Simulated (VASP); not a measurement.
# CdS (Fm-3m) in VASP: a series of runs

The runs below take CdS through relaxation of cell and atoms, with r2SCAN, r2SCAN+rVV10.

Program: VASP 6.6.1. These are calculated values, not measurements. Logs are shortened: lines on timing, memory, paths and dates and some standing lists are left out, and cuts for length are marked.

**1. The structure**

The structure is cubic, space group Fm-3m (No. 225). Conventional cell: a = 5.506 Å, b = 5.506 Å, c = 5.506 Å, α = 90.00°, β = 90.00°, γ = 90.00°. Cd (site symmetry m-3m) is surrounded by 6 S at 2.75 Å. S (site symmetry m-3m) is surrounded by 6 Cd at 2.75 Å.

Measurements of this composition are mostly on another form, of space group No. 186.

**2. Relaxation of cell and atoms, r2SCAN**

File INCAR:

```
SYSTEM = CdS
ALGO = Normal ; EDIFF = 1E-7
EDIFFG = -0.005 ; ENCUT = 600
IBRION = 2 ; ISIF = 3
ISMEAR = 0 ; LASPH = .True.
LCHARG = .False. ; LMIXTAU = .True.
LREAL = .False. ; LWAVE = .False.
METAGGA = R2SCAN ; NELM = 100
NSW = 90 ; PREC = Accurate
SIGMA = 0.1
```

File KPOINTS:

```
k-points
0
Gamma
  12 12 12
  0 0 0
```

File POSCAR:

```
CdS
1.0
    0.0000000000      2.7532440000      2.7532440000
    2.7532440000      0.0000000000      2.7532440000
    2.7532440000      2.7532440000      0.0000000000
Cd S
1 1
Direct
    0.0000000000      0.0000000000      0.0000000000
    0.5000000000      0.5000000000      0.5000000000
```

Potentials or basis: VASP PAW PBE potentials, release 64 (Cd, S).

The run is started by

```
> cat potpaw_PBE.64/Cd/POTCAR potpaw_PBE.64/S/POTCAR > POTCAR
> mpirun -np 1 vasp_std > vasp.out
```

OUTCAR:

```text
SYSTEM = CdS
   EDIFF = 1E-7
   EDIFFG = -0.005
   ENCUT = 600
   IBRION = 2
   ISIF = 3
   ISMEAR = 0
   LASPH = .True.
   LREAL = .False.
   METAGGA = R2SCAN
   NELM = 100
   NSW = 90
   PREC = Accurate

 ion  position               nearest neighbor table
   1  0.000  0.000  0.000-   2 2.75   2 2.75   2 2.75   2 2.75   2 2.75   2 2.75
   2  0.500  0.500  0.500-   1 2.75   1 2.75   1 2.75   1 2.75   1 2.75   1 2.75

  LATTYP: Found a face centered cubic cell.
 ALAT       =     5.5064880000

  Lattice vectors:

 A1 = (   0.0000000000,   2.7532440000,   2.7532440000)
 A2 = (   2.7532440000,   0.0000000000,   2.7532440000)
 A3 = (   2.7532440000,   2.7532440000,   0.0000000000)

Analysis of symmetry for initial positions (statically):
=====================================================================
 Subroutine PRICEL returns:
 Original cell was already a primitive cell.

 Routine SETGRP: Setting up the symmetry group for a
 face centered cubic supercell.

 Subroutine GETGRP returns: Found 48 space group operations
 (whereof 48 operations were pure point group operations)
 out of a pool of 48 trial point group operations.

The static configuration has the point symmetry O_h .

Analysis of symmetry for dynamics (positions and initial velocities):
=====================================================================
 Subroutine PRICEL returns:
 Original cell was already a primitive cell.

 Routine SETGRP: Setting up the symmetry group for a
 face centered cubic supercell.

 Subroutine GETGRP returns: Found 48 space group operations
 (whereof 48 operations were pure point group operations)
 out of a pool of 48 trial point group operations.

The dynamic configuration has the point symmetry O_h .

 Subroutine INISYM returns: Found 48 space group operations
 (whereof 48 operations are pure point group operations),
 and found     1 'primitive' translations

----------------------------------------------------------------------------------------

                                     Primitive cell

  volume of cell :      41.7411

  direct lattice vectors                    reciprocal lattice vectors
     0.000000000  2.753244000  2.753244000    -0.181603955  0.181603955  0.181603955
     2.753244000  0.000000000  2.753244000     0.181603955 -0.181603955  0.181603955
     2.753244000  2.753244000  0.000000000     0.181603955  0.181603955 -0.181603955

  length of vectors
     3.893675005  3.893675005  3.893675005     0.314547277  0.314547277  0.314547277

  position of ions in fractional coordinates (direct lattice)
     0.000000000  0.000000000  0.000000000
     0.500000000  0.500000000  0.500000000

  ion indices of the primitive-cell ions
   primitive index   ion index
                 1           1
                 2           2

----------------------------------------------------------------------------------------

 KPOINTS: k-points

Automatic generation of k-mesh.
 Grid dimensions read from file:
 generate k-points for:   12   12   12

 Generating k-lattice:

  Cartesian coordinates                     Fractional coordinates (reciprocal lattice)
    -0.015133663  0.015133663  0.015133663     0.083333333  0.000000000  0.000000000
     0.015133663 -0.015133663  0.015133663     0.000000000  0.083333333  0.000000000
     0.015133663  0.015133663 -0.015133663     0.000000000  0.000000000  0.083333333

  Length of vectors
     0.026212273  0.026212273  0.026212273

  Shift w.r.t. Gamma in fractional coordinates (k-lattice)
     0.000000000  0.000000000  0.000000000

 Subroutine IBZKPT returns following result:
 ===========================================

 Found     72 irreducible k-points:

 Following reciprocal coordinates:
            Coordinates               Weight
  0.000000  0.000000  0.000000      1.000000
  0.083333  0.000000  0.000000      8.000000
  0.166667  0.000000  0.000000      8.000000
  0.250000  0.000000  0.000000      8.000000
  0.333333  0.000000  0.000000      8.000000
  0.416667  0.000000  0.000000      8.000000
[... 16 lines left out ...]
  0.500000  0.166667  0.000000     24.000000
 -0.416667  0.166667  0.000000     24.000000
 [... further k-points ...]
   k-points           NKPTS =     72   k-points in BZ     NKDIM =     72   number of bands    NBANDS=     13
   number of dos      NEDOS =    301   number of ions     NIONS =      2
   total plane-waves  NPLWV =  32768
   dimension x,y,z NGX =    32 NGY =   32 NGZ =   32
   dimension x,y,z NGXF=    64 NGYF=   64 NGZF=   64
   ions per type =               1   1
   NGX,Y,Z   is equivalent  to a cutoff of  13.66, 13.66, 13.66 a.u.
   NGXF,Y,Z  is equivalent  to a cutoff of  27.33, 27.33, 27.33 a.u.
 SYSTEM =  CdS
   PREC   = accura    normal or accurate (medium, high low for compatibility)
   ISTART =      0    job   : 0-new  1-cont  2-samecut
   ICHARG =      2    charge: 1-file 2-atom 10-const
   ISPIN  =      1    spin polarized calculation?
   LNONCOLLINEAR =      F non collinear calculations
   LSORBIT =      F    spin-orbit coupling
   LASPH  =      T    aspherical Exc in radial PAW
   ENCUT  =  600.0 eV  44.10 Ry    6.64 a.u.   7.78  7.78  7.78*2*pi/ulx,y,z
   NELM   =    100;   NELMIN=  2; NELMDL= -5     # of ELM steps
   EDIFF  = 0.1E-06   stopping-criterion for ELM
   LREAL  =      F    real-space projection
   EDIFFG = -.5E-02   stopping-criterion for IOM
   NSW    =     90    number of steps for IOM
   IBRION =      2    ionic relax: 0-MD 1-quasi-New 2-CG
   NFREE  =      1    steps in history (QN), initial steepest desc. (CG)
   ISIF   =      3    stress and relaxation
   ISYM   =      2    0-nonsym 1-usesym 2-fastsym
   POTIM  = 0.5000    time-step for ionic-motion
   TEBEG  =    0.0;   TEEND  =   0.0 temperature during run
   PSTRESS=    0.0 pullay stress
   NELECT =      18.0000    total number of electrons
   NUPDOWN=      -1.0000    fix difference up-down
   EMIN   =  10.00;   EMAX   =-10.00  energy-range for DOS
   EFERMI =   0.00;   METHOD = LEGACY
   ISMEAR =     0;   SIGMA  =   0.10  broadening in eV -4-tet -1-fermi 0-gaus
   EFERMI_NEDOS =   21; number of points for ismear=-14 and -15
   IALGO  =     38    algorithm
   IMIX   =      4    mixing-type and parameters
     AMIX     =   0.40;   BMIX     =  1.00
     AMIX_MAG =   1.60;   BMIX_MAG =  1.00
  volume/ion in A,a.u.               =      20.87       140.84
  Fermi-wavevector in a.u.,A,eV,Ry     =   1.236833  2.337275 20.813583  1.529755
  Thomas-Fermi vector in A             =   2.371425
   LORBIT       =      0    0 simple, 1 ext, 2 COOP (PROOUT), +10 PAW based schemes
   METAGGA = R2SCAN    functional components
   LHFCALC =     F    Hartree Fock is set to
   AEXX    =    0.0000 exact exchange contribution
   IVDW    =     0    specifies the selected vdW correction
   LEPSILON=     F    determine dielectric tensor
   LRPA    =     F    only Hartree local field effects (RPA)
 conjugate gradient relaxation of ions
 non-spin polarized calculation
 Gauss-broadening in eV      SIGMA  =   0.10
  energy-cutoff  :      600.00
  volume of cell :       41.74
 maximum number of plane-waves:      1411
   NGX = 15   NGY = 15   NGZ = 15

--------------------------------------- Ionic step        1  -------------------------------------------

 number of electron      17.9999999 magnetization

 Free energy of the ion-electron system (eV)
  ---------------------------------------------------
  ext. energy  EPLUGINS =         0.00000000
  ---------------------------------------------------
  free energy    TOTEN  =       -29.52009417 eV

  energy without entropy =      -29.52009416  energy(sigma->0) =      -29.52009416

------------------------ aborting loop because EDIFF is reached ----------------------------------------

  FORCE on cell =-STRESS in cart. coord.  units (eV):
  Direction    XX          YY          ZZ          XY          YZ          ZX
  --------------------------------------------------------------------------------------
  -------------------------------------------------------------------------------------
  Total       -0.4844443     -0.4844443     -0.4844443     -0.0000000     -0.0000000      0.0000000
  in kB      -18.5947489    -18.5947489    -18.5947489     -0.0000000     -0.0000000      0.0000000
  external PRESSURE =     -18.5947489 kB  Pullay stress =       0.0000000 kB
[... 57 lines left out ...]
  energy  without entropy=      -29.5245788408  energy(sigma->0) =      -29.52457884

--------------------------------------- Ionic step        3  -------------------------------------------

 number of electron      17.9999998 magnetization

 Free energy of the ion-electron system (eV)
  ---------------------------------------------------
  ext. energy  EPLUGINS =         0.00000000
  ---------------------------------------------------
  free energy    TOTEN  =       -29.52595342 eV

  energy without entropy =      -29.52595342  energy(sigma->0) =      -29.52595342

 E-fermi :   3.0872     XC(G=0): -10.9775

 val. band max:        2.7044324399   @ k =  -0.2500   0.1667   0.0000
 cond. band min:       3.4343652233   @ k =   0.5000   0.5000   0.0000
 fundamental gap:      0.7299327833
 Fermi energy:         3.0872452929

 k-point     1 :       0.0000    0.0000    0.0000
  band No.  band energies     occupation
      1     -10.6045      2.00000
      2      -5.1486      2.00000
      3      -5.1486      2.00000
      4      -5.1484      2.00000
      5      -5.1484      2.00000
      6      -5.1484      2.00000
      7       1.9450      2.00000
      8       1.9450      2.00000
      9       1.9450      2.00000
     10       4.2614      0.00000
     11      12.4290      0.00000
     12      12.4290      0.00000
     13      12.4290      0.00000
[... 353 lines left out ...]
 k-point    24 :      -0.4167    0.1667    0.0000
  band No.  band energies     occupation
      1      -9.4853      2.00000
      2      -5.4191      2.00000
      3      -5.3481      2.00000
      4      -5.2413      2.00000
      5      -4.9494      2.00000
      6      -4.9010      2.00000
      7      -1.9334      2.00000
      8       1.2637      2.00000
      9       2.3403      2.00000
     10       7.2222      0.00000
     11       8.3706      0.00000
     12       9.9464      0.00000
     13      11.4378      0.00000

 [... further k-points ...]

------------------------ aborting loop because EDIFF is reached ----------------------------------------

  FORCE on cell =-STRESS in cart. coord.  units (eV):
  Direction    XX          YY          ZZ          XY          YZ          ZX
  --------------------------------------------------------------------------------------
  -------------------------------------------------------------------------------------
  Total        0.0016222      0.0016222      0.0016222     -0.0000000      0.0000000      0.0000000
  in kB        0.0637713      0.0637713      0.0637713     -0.0000000      0.0000000      0.0000000
  external PRESSURE =       0.0637713 kB  Pullay stress =       0.0000000 kB
[... 17 lines left out ...]
  FREE ENERGIE OF THE ION-ELECTRON SYSTEM (eV)
  ---------------------------------------------------
  free  energy   TOTEN  =       -29.5259534242 eV

  energy  without entropy=      -29.5259534230  energy(sigma->0) =      -29.52595342

 reached required accuracy - stopping structural energy minimisation
```

Wall time 4.3 min (1 thread of Intel Xeon Platinum 8488C (Sapphire Rapids), shared host); peak memory 0.22 GiB.

Results:

```
Free energy                            : -29.5260 eV
Relaxed volume                         : 20.38 Å³/atom
Relaxed cell                           : a = 3.863 Å, b = 3.863 Å, c = 3.863 Å, α = 60.00°, β = 60.00°, γ = 60.00°
Space group after relaxing (to 0.05 Å) : Fm-3m (No. 225)
Energy gained by relaxing              : 2.9 meV/atom
Ionic steps                            : 3
Pressure after relaxing                : 0.0 GPa
Band gap on the k mesh                 : 0.73 eV, indirect (least direct gap 2.32 eV)
```

Step by step:
```csv
step,energy change (eV),largest force (eV/Å),pressure (GPa),volume (Å³)
1,0.0000,0.0000,-1.86,41.74
2,-0.0045,0.0000,0.97,40.29
3,-0.0059,0.0000,0.01,40.76
```

Final structure:
```
Cd S
1.0
     0.00000    2.73140    2.73140
     2.73140    0.00000    2.73140
     2.73140    2.73140    0.00000
Cd S
1 1
Cartesian
  0.0000 0.0000 0.0000
  2.7314 2.7314 2.7314
```

Levels at points of the mesh, in eV from the valence-band top:
| k point | band 6 | band 7 | band 8 | band 9 | band 10 | band 11 | band 12 | band 13 |
| --- | --- | --- | --- | --- | --- | --- | --- | --- |
| (0.00, 0.00, 0.00) | -7.85 | -0.76 | -0.76 | -0.76 | 1.56 | 9.72 | 9.72 | 9.72 |
| (0.50, 0.00, 0.00) | -7.65 | -4.90 | -0.01 | -0.01 | 4.05 | 6.46 | 6.46 | 7.55 |
| (0.50, 0.50, 0.00) | -6.86 | -4.32 | -2.18 | -2.18 | 0.73 | 6.42 | 10.74 | 12.24 |

Caveat: the PAW data sets were made with another functional, which shifts forces and pressure a little.

[end of part 1 of 2]
